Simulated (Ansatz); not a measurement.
Take AlSb in the zinc blende structure (space group F-43m, No. 216; a = 6.1572 Å) as the base. Axes: x, y, z lie along the cube axes.

Levels (all Ansatz, a program for electronic structure, PAW, earlier PAW set): PBEsol (420 eV, no spin-orbit coupling); r2SCAN (500 eV, no spin-orbit coupling).

Its gap is 1.14 eV with PBEsol and 1.49 eV with r2SCAN.

It is then changed as follows: biaxial strain +1.29 %, plane normal [110], relaxed out of plane (Cartesian); in-plane vectors clamped, the third vector and the atoms free.

With PBEsol the gap becomes 1.04 eV.

**Question.** If the r2SCAN correction stayed the same, what would the r2SCAN gap be, and what does the r2SCAN run give?

**Answer.** A rigid correction of +0.35 eV gives 1.39 eV. The r2SCAN run gives 1.39 eV, so the two effects roughly add.

A biaxial case was relaxed in a doubled cell and then solved in the primitive one. Single points use the geometry relaxed with PBEsol. Spin-orbit coupling, missing from the scalar runs, can matter with Sb. No phonon test of stability was made.
